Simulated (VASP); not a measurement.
## AlCu under changes of volume

One of the cells (12.550 Å³/atom); the others are scaled copies at fixed shape and fractional positions:

```
Cu Al
1.0
     2.92789    0.00000    0.00000
     0.00000    2.92789    0.00000
     0.00000    0.00000    2.92789
Cu Al
1 1
Direct
  0.50000 0.50000 0.50000
  0.00000 0.00000 0.00000
```

The cell comes from a database or a generator and needn't be the stable form of this composition.

| Item | Value |
| --- | --- |
| Program | VASP 6.6.1 |
| Functional | LDA |
| Potentials or basis | VASP PAW LDA potentials, release 64 (Cu, Al) |
| Cutoff | 520 eV |
| k mesh | 8 × 8 × 8 |
| Occupations | fermi-dirac, width 0.05 eV |
| Spin | no spin polarisation |

```csv
volume (Å³/atom),energy over the lowest point (meV/atom),pressure (GPa)
12.048,10.22,6.8
12.299,?,?
12.550,0.00,0.8
12.801,1.83,-2.0
13.052,7.65,-4.3
```

What does the run at 12.299 Å³/atom give?

Energy over the lowest point 2.64 meV/atom; pressure 3.6 GPa.

Worked out: A Birch-Murnaghan fit of order 2 (a polynomial in V^(-2/3)) to the other rows has its minimum at 12.57 Å³/atom with B0 = V·E''(V) = 141 GPa. It gives 2.65 meV/atom at 12.299 Å³/atom, against the run's 2.64, and -dE/dV = 3.2 GPa, against 3.6.

Energies are extrapolated to zero smearing.
